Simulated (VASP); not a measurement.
Input of a VASP 6.6.1 run:

The input INCAR:

```
SYSTEM = Zn
PREC = Accurate ; ENCUT = 520
EDIFF = 1E-7 ; ISMEAR = -1
SIGMA = 0.13605693000000002 ; LREAL = .FALSE.
LASPH = .TRUE. ; NELM = 80
ALGO = Normal ; ISIF = 2
LWAVE = .FALSE. ; LCHARG = .TRUE.
GGA = PS ; LELF = .TRUE.
LVHAR = .TRUE. ; NBANDS = 19
```

File KPOINTS:

```
Automatic mesh
0
G
  8 8 8
  0 0 0
```

File POSCAR:

```
Zn
1.0
    0.0000000000      2.8290762675      2.8290762675
    2.8290762675      0.0000000000      2.8290762675
    2.8290762675      2.8290762675      0.0000000000
Zn
2
Direct
    0.0000000000      0.0000000000      0.0000000000
    0.2500000000      0.2500000000      0.2500000000
```

Potentials or basis: VASP PAW PBE potentials, release 64 (Zn).

Command:

```bash
$ cat potpaw_PBE.64/Zn/POTCAR > POTCAR
$ mpirun -np 1 vasp_std > vasp.out
```

**Question.** Estimate the pressure.

**Answer.** 0.2 GPa.

**Question.** What does it give for the band gap on the k mesh?

**Answer.** None (metal or under the smearing width).

Caveat: the PAW data sets were made with another functional, which shifts forces and pressure a little.
